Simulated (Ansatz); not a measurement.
# Cr (Im-3m) in Ansatz: notebook

One crystal, Cr, is run at these levels: RPBE, revPBE; tasks: projected density of states.

All numbers are computed with Ansatz 0.2.0; they aren't measurements. Logs are shortened: lines on timing, memory, paths and dates and some standing lists are left out, and cuts for length are marked.

### 1 The structure

Symmetry: Im-3m, No. 229, cubic system. Conventional cell: a = 2.969 Å, b = 2.969 Å, c = 2.969 Å, α = 90.00°, β = 90.00°, γ = 90.00°. Around Cr (site symmetry m-3m) lie 8 Cr at 2.57 Å.

### 2 Projected density of states, RPBE, collinear spin, ferromagnetic start

input.yaml

```yaml
crystal:
  lattice:
    - [-1.4844496776, 1.4844496776, 1.4844496776]
    - [1.4844496776, -1.4844496776, 1.4844496776]
    - [1.4844496776, 1.4844496776, -1.4844496776]
  atoms:
    - { symbol: Cr, position: [0.0, 0.0, 0.0], spin: 3.0 }
hamiltonian:
  xc: rpbe
  pseudopotentials: { kind: paw }
magnetization:
  spin_polarized: true
kpoints:
  mp_grid: { grid: [7, 7, 7] }
scf:
  occupations: { method: fermi_dirac, width: 0.05 }
  n_extra_bands: 6
output:
  forces: true
  stress: true
  eigenvalues: true
  dos: { projected: true, de: 0.05, nscf_kmesh: { grid: [11, 11, 11] } }
  write_density: true
  write_potential: true
  elf: true
  volumetric_format: npy
```

Potentials or basis: Ansatz PAW.

The run is started by

```sh
$ ansatz run input.yaml --threads 2 --pin off --max-ram 5632MiB --backend cpu --events-out ev --progress --plain --runs-dir out
```

What it wrote:

```text
Warning: RAYON_NUM_THREADS=2 ignored (pool sized by the plan → 2); use --threads N
scf.n_extra_bands = 6 over 7 filled bands (N_el = 14.0): the run solves 13 bands
Engine: ansatz 0.2.0, aarch64-unknown-linux-gnu
Pseudopotentials: kind: paw
Pseudopotential: Cr, paw, valence charge 14, recommended cutoff 420 eV (normal), Cr.paw.azcp
Functional definition: RPBE
  parameter kappa = 0.804
  parameter beta = 0.06672455060314922
  exchange = rpbe_x(kappa = kappa, mu = beta*pi^2/3)
  correlation = pbe_c(beta = beta)
Crystal: 1 atoms, lattice volume = 13.084 Å³
Basis set: ecut = 420 eV, 249 PW (Γ), exchange–correlation on 36×36×36 points (8 copies of the dense FFT grid, shifted against one another)
Bands: 13, of which v1, the nominal top of the filled ones, is band 7 counted from 1 (6 counted from 0)
Symmetry: 48 space group operations
Space group: Im-3m (ITA 229), of the structure as read, at distance tolerance 2.4e-5 Å
Magnetic group: BNS 229.140 (UNI 1642), of the structure as read, at distance tolerance 2.4e-5 Å
k-points: 20 of 343
Non-local potential: Cr, projectors of the file, l = 0: 3, l = 1: 2, l = 2: 3, l = 3: 1
PAW form: soft (Blöchl's): semilocal exchange-correlation on the pseudo side does not see the compensation charge
PAW frozen core: Cr, regenerated for the run's functional, and the local potential with it (the file was generated under x = pbe(κ = 0.804, μ = 0.2195149727645171), c = pbe(β = 0.06672455060314922))
PAW one-centre angular grid: Cr, 590 points (default); XC on 64 Gauss nodes
Initial density: superposition of atomic densities (chi_scale 0.1, normalization cell)
Starting moments: Σ|m| = 3 μB on 1 of 1 site
Initial wavefunctions: pseudopotential atomic-orbital guess
Functional: x = rpbe, c = pbe(β = 0.06672455060314922)
SCF iter   1: F=—  HF=-3384.807396 eV  |F-HF|=—  |Δ(HF+E_count)|=         —  Δρ=3.13e-1 (↑3.13e-1 ↓1.31e-1)  dr2=5.50e0  dr2_m=5.43e0  M=0.301 μB ∫|m|=0.302 μB  β_m=0.30  ethr=3.10e-3  ⟨swp⟩=3.8  Hψ=2335  notcnv=0
Mixer restart at iter 1: flushing history
preconditioner: auto → none  [insulator: Δε(μ)=0.336 eV  Ē_g=11.014 eV  σ=0.050 eV  W_gap=0.81  n_scr=0 (ndim 8)  ℏωp=25.1 eV  f_vac=0.000  D(μ)=0.35/eV (n_scr^D=0)  ε∞_Penn≈6.2]
SCF iter   2: F=—  HF=-3382.537980 eV  |F-HF|=—  |Δ(HF+E_count)|=    2.27e0  Δρ=1.61e-1 (↑1.61e-1 ↓1.35e-1)  dr2=2.58e-1  dr2_m=2.57e0  M=0.298 μB ∫|m|=0.298 μB  β_m=0.44  ethr=3.10e-3  ⟨swp⟩=2.0  Hψ=1330  notcnv=0  defer=32
SCF iter   3: F=—  HF=-3382.197554 eV  |F-HF|=—  |Δ(HF+E_count)|=   3.40e-1  Δρ=7.42e-2 (↑7.42e-2 ↓4.94e-2)  dr2=1.18e-1  dr2_m=4.45e-1  M=0.233 μB ∫|m|=0.233 μB  β_m=0.51  ethr=1.84e-3  ⟨swp⟩=2.0  Hψ=871  notcnv=0  defer=25
SCF iter   4: F=—  HF=-3382.117568 eV  |F-HF|=—  |Δ(HF+E_count)|=   8.00e-2  Δρ=8.42e-3 (↑4.74e-3 ↓8.42e-3)  dr2=4.53e-3  dr2_m=4.44e-3  M=0.115 μB ∫|m|=0.115 μB  β_m=0.76  ethr=8.42e-4  ⟨swp⟩=2.2  Hψ=838  notcnv=0  defer=24
SCF iter   5: F=—  HF=-3382.119893 eV  |F-HF|=—  |Δ(HF+E_count)|=   2.32e-3  Δρ=2.49e-3 (↑2.15e-3 ↓2.49e-3)  dr2=7.23e-5  dr2_m=6.30e-4  M=0.051 μB ∫|m|=0.052 μB  β_m=0.88  ethr=3.24e-5  ⟨swp⟩=2.1  Hψ=843  notcnv=0  defer=20
SCF iter   6: F=—  HF=-3382.120007 eV  |F-HF|=—  |Δ(HF+E_count)|=   1.14e-4  Δρ=1.30e-3 (↑1.30e-3 ↓8.31e-4)  dr2=2.30e-5  dr2_m=1.35e-4  M=0.020 μB ∫|m|=0.021 μB  β_m=0.94  ethr=5.16e-7  ⟨swp⟩=2.0  Hψ=814  notcnv=0  defer=20
SCF iter   7: F=—  HF=-3382.120029 eV  |F-HF|=—  |Δ(HF+E_count)|=   2.23e-5  Δρ=1.75e-4 (↑7.15e-5 ↓1.75e-4)  dr2=1.16e-6  dr2_m=1.79e-6  M=0.002 μB ∫|m|=0.002 μB  β_m=0.97  ethr=1.64e-7  ⟨swp⟩=2.0  Hψ=817  notcnv=0  defer=20
SCF iter   8: F=—  HF=-3382.120029 eV  |F-HF|=—  |Δ(HF+E_count)|=   3.08e-7  Δρ=4.10e-5 (↑3.79e-5 ↓4.10e-5)  dr2=1.03e-9  dr2_m=1.87e-7  M=0.000 μB ∫|m|=0.000 μB  β_m=0.98  ethr=8.25e-9  ⟨swp⟩=2.5  Hψ=774  notcnv=0  defer=20
SCF iter   9: F=—  HF=-3382.120029 eV  |F-HF|=—  |Δ(HF+E_count)|=   3.50e-8  Δρ=1.09e-5 (↑9.89e-6 ↓1.09e-5)  dr2=2.36e-10  dr2_m=1.29e-8  M=-0.000 μB ∫|m|=0.000 μB  β_m=0.99  ethr=7.33e-12  ⟨swp⟩=2.9  Hψ=862  notcnv=0  defer=20
SCF iter  10: F=—  HF=-3382.120029 eV  |F-HF|=—  |Δ(HF+E_count)|=   1.94e-9  Δρ=1.95e-6 (↑1.94e-6 ↓1.95e-6)  dr2=4.03e-13  dr2_m=4.52e-10  M=-0.000 μB ∫|m|=0.000 μB  β_m=1.00  ethr=1.68e-12  ⟨swp⟩=2.0  Hψ=816  notcnv=0  defer=20
SCF iter  11: F=—  HF=-3382.120029 eV  |F-HF|=—  |Δ(HF+E_count)|=  7.55e-11  Δρ=6.07e-7 (↑6.07e-7 ↓5.03e-7)  dr2=1.43e-12  dr2_m=3.68e-11  M=-0.000 μB ∫|m|=0.000 μB  β_m=1.00  ethr=1.00e-12  ⟨swp⟩=3.0  Hψ=820  notcnv=0  defer=20
SCF iter  12: F=-3382.120029 eV  HF=-3382.120029 eV  |F-HF|=0.00e0  |Δ(HF+E_count)|=  3.18e-12  Δρ=2.60e-8 (↑2.60e-8 ↓2.21e-8)  dr2=4.29e-15  dr2_m=6.68e-14  M=-0.000 μB ∫|m|=0.000 μB  ethr=1.00e-12  ⟨swp⟩=4.8  Hψ=1904  notcnv=0
SCF 1 converged in 12 iterations: F = -3382.120029 eV  dr2 = 4.29e-15
WARN: the starting moments were not kept: the SCF closed with an absolute magnetisation of 1.6e-6 μB, where they sum to 3 μB in size (1 site). That is at most 0.1 of that sum. Measured as dr2_m measures the in/out step, that magnetisation stands 2.5e-12 eV from none, at or under the dr2_threshold of 1.0e-7 eV: it is no larger than a step whose dr2_m would equal this threshold. The system may hold no moment; this SCF shows only that its start led to no more than that. To try another start: raise the starting moments (crystal.atoms[].spin, magnetization.per_species, magnetization.initial_magnetization, or on a non-collinear deck that types none of these the spinor_matrix: blocks that start its atoms; where the total moment is fixed, keep their sum and leave initial_magnetization as it is; typed ones take the place of any that the run laid by itself, positive ones on a crystal's lanthanoids without a Hubbard term where scf.initial_density.shell_occupations: [] is typed) or, if the notice of its spin-set hold's release reads "site moments contracting" or "site moments show no strong build", lengthen the hold (scf.mixing.spin_hold: { on: { confirm: 4 } }; for m-r²SCAN on two components see the key's manual first). Each may lead to a state that holds a moment. A second SCF, from the converged charge density, with the starting moments and any scf.initial_density.shell_occupations laid on it anew, would have followed, and was not run: the deck does not ask for one (magnetization.retry_lost_moments is false, the default). To let it run, set magnetization.retry_lost_moments: true and run the deck again, where that key's refused combinations let it; where memory then withholds it, that run's warning says so.
NSCF: frozen V_eff on 56 k-points
SCF converged after 12 iterations
Magnetization: -0.0000 μB (7.0000 up, 7.0000 down)
Absolute magnetization: 0.0000 μB (∫|ρ↑−ρ↓|, with the PAW one-centre terms)
Spin contamination: 0.0000 ħ² per cell (⟨S²⟩ above its minimum at these occupations)
Per-site moments (μB) at R_I (Å): [(-1.5031945095373515e-6, 1.0605961834390063)]
Free energy (F): -3382.120029 eV
Harris-Foulkes:  -3382.120029 eV  (|F-HF|=0.00e0)
Internal energy: -3382.106242 eV  (E = F + TS)
E sigma→0 (E₀):  -3382.113136 eV
Entropy (-TS):   -0.013786 eV (-13.786 meV/atom)
Fermi energy:    16.981983 eV
--- Per-component energies (eV) ---
  E_band       = -178.718862
  E_kinetic    = 340.249422
  E_local      = -1282.172657  (includes V_loc(G=0)·N_el)
  E_nonlocal   = 76.841294
  E_hartree    = 550.622329
  E_xc         = -139.193595
  E_vxc        = -177.202178  (∫ρ·V_xc dr)
  E_paw        = -1198.616816  (= ΣΔE_a)
  E_vpaw       = -237.679711  (= ΣTr[D̂ρ^β])
  E_aug_tail   = 0.000311  (compensation charges beyond the density's cutoff)
  E_ewald      = -1729.785753
  E_core_change = -0.050776  (= ΣΔE_core)
  E_smearing   = -0.013786  (= −TS)
  E_closure    = -0.000000  (closes the sum)
  Σ components = -3382.120029   (vs F -3382.120029, Δ=0.00e0)
--- Forces (eV/Å), atoms counted from 1 ---
  atom   1  Cr    -0.00000000     0.00000000    -0.00000000
  max |Σ_I F_I| component: 1.17e-31 eV/Å
--- Stress (GPa, compression-positive) ---
      -20.138791       0.000000       0.000000
       -0.000000     -20.138791      -0.000000
       -0.000000      -0.000000     -20.138791
  P = ⅓ Tr σ = -20.1388 GPa (-201.388 kbar)
--- Band table (eV; the first three rows and the last of 40) ---
  k-point 0 ↑: bands = ["-55.0618", "-25.9499", "-25.9499", "-25.9499", "9.4540", "16.1671", "16.1671", "16.1671", "17.9461", "17.9461", "38.1527", "38.1527", "38.1527"]
  k-point 1 ↑: bands = ["-55.0384", "-26.0689", "-25.9878", "-25.9503", "10.2328", "15.8981", "16.0858", "16.6663", "17.7146", "17.9708", "35.7657", "37.4505", "38.4153"]
  k-point 2 ↑: bands = ["-54.9856", "-26.3309", "-26.0722", "-25.9513", "12.0744", "15.3348", "15.8731", "17.7048", "17.9233", "18.0693", "30.8324", "35.0516", "38.8517"]
  k-point 19 ↓: bands = ["-54.8566", "-26.3797", "-26.3584", "-26.3584", "13.4941", "13.5124", "18.5497", "18.5497", "18.8475", "24.6294", "27.2768", "27.2768", "32.5499"]
```

rho_z.tsv:

```text
# z_ang	rho[e/angstrom^3]	rho_spin[e/angstrom^3]
# format = ansatz-planar-average/11
# lattice	-1.484449678	1.484449678	1.484449678
# lattice	1.484449678	-1.484449678	1.484449678
# lattice	1.484449678	1.484449678	-1.484449678
# sites	1
# site	24	0.000000000	0.000000000	0.000000000
0.000000	2.450754e0	-3.359331e-7
0.142841	2.299622e0	-3.142046e-7
0.285682	1.907050e0	-2.597878e-7
0.428524	1.414454e0	-1.952318e-7
0.571365	9.621486e-1	-1.383644e-7
0.714206	6.298350e-1	-9.566552e-8
[... 10 lines left out ...]
2.285460	1.907050e0	-2.597878e-7
2.428301	2.299622e0	-3.142046e-7
```

Run time: 1.3 s. Hardware: 2 threads of Arm Neoverse V2, shared host; peak memory 0.26 GiB.

Results:

- Free energy: -3382.1200 eV
- Pressure: -20.1 GPa
- Band gap on the k mesh: none (metal or under the smearing width)
- Net moment: 0.00 μB per cell
- Absolute moment: 0.00 μB per cell
- Density of states at the Fermi level: 0.71 states/eV per cell

Levels at points of the mesh, in eV from the Fermi level:
Spin up:
| k point | band 4 | band 5 | band 6 | band 7 | band 8 | band 9 | band 10 | band 11 |
| --- | --- | --- | --- | --- | --- | --- | --- | --- |
| (0.00, 0.00, 0.00) | -42.93 | -7.53 | -0.81 | -0.81 | -0.81 | 0.96 | 0.96 | 21.17 |
Spin down:
| k point | band 5 | band 6 | band 7 | band 8 | band 9 | band 10 |
| --- | --- | --- | --- | --- | --- | --- |
| (0.00, 0.00, 0.00) | -7.53 | -0.81 | -0.81 | -0.81 | 0.96 | 0.96 |

States per cell in windows of 1 eV (zero at the Fermi level; states under -8 eV left out):
```tsv
from (eV)	up	down	Cr 3d up	Cr 3d down	Cr 4s up	Cr 4s down
-8.0	0.01	0.01	0.00	0.00	0.01	0.01
-7.0	0.04	0.04	0.00	0.00	0.04	0.04
-6.0	0.07	0.07	0.01	0.01	0.06	0.06
-5.0	0.14	0.14	0.05	0.05	0.08	0.08
-4.0	0.55	0.55	0.45	0.45	0.09	0.09
-3.0	0.66	0.66	0.63	0.63	0.01	0.01
-2.0	1.13	1.13	1.05	1.05	0.05	0.05
-1.0	0.42	0.42	0.37	0.37	0.03	0.03
0.0	0.99	0.99	0.97	0.97	0.01	0.01
1.0	1.21	1.21	1.17	1.17	0.04	0.04
2.0	0.24	0.24	0.15	0.15	0.06	0.06
3.0	0.17	0.17	0.06	0.06	0.07	0.07
4.0	0.14	0.14	0.03	0.03	0.06	0.06
5.0	0.11	0.11	0.01	0.01	0.04	0.04
6.0	0.08	0.08	0.00	0.00	0.02	0.02
7.0	0.03	0.03	0.00	0.00	0.01	0.01
```

Caveat: the k mesh is coarse (spacing up to 0.43 Å⁻¹), so the values aren't converged; the starting moments collapsed, and a magnetic state may lie lower; the PAW data sets come from PBE, with cores solved anew for the run's functional, which leaves a small shift of forces and pressure; the density of states is complete only up to the lowest level of the last band computed; the starting moments weren't kept.

(Part 1 of 2 ends here.)
